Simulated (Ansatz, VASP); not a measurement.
Two plane-wave programs on TiB2

```
Ti B
1.0
     3.09008    0.00000    0.00000
    -1.54504    2.67609    0.00000
     0.00000    0.00000    3.37385
Ti B
1 2
Direct
  0.00000 0.00000 0.00000
  0.33333 0.66667 0.50000
  0.66667 0.33333 0.50000
```

Alike in both runs: task single point; functional PBE; k mesh 15 × 15 × 12; occupations gaussian, width 0.1 eV; no spin polarisation.

```csv
,VASP,Ansatz
version,VASP 6.6.1,Ansatz 0.2.0
potentials or method,"VASP PAW PBE potentials, release 64 (Ti_sv, B)","scalar-relativistic, plane waves, PAW"
plane-wave cutoff (eV),520,420
valence electrons in the cell,18,18
```

```tsv
	VASP	Ansatz	Ansatz less VASP
gap on the k mesh at the Fermi level (eV)	none	none	-
pressure (GPa)	-17.0	-17.2	-0.13
largest component of the traceless stress (GPa)	3.33	3.35	+0.021
```

A gap of «none» marks a metal or a gap that the smearing closes.

Caveats: so large a pressure means that the cell lies far from this level's equilibrium, or that cutoff or potentials fall short (VASP).
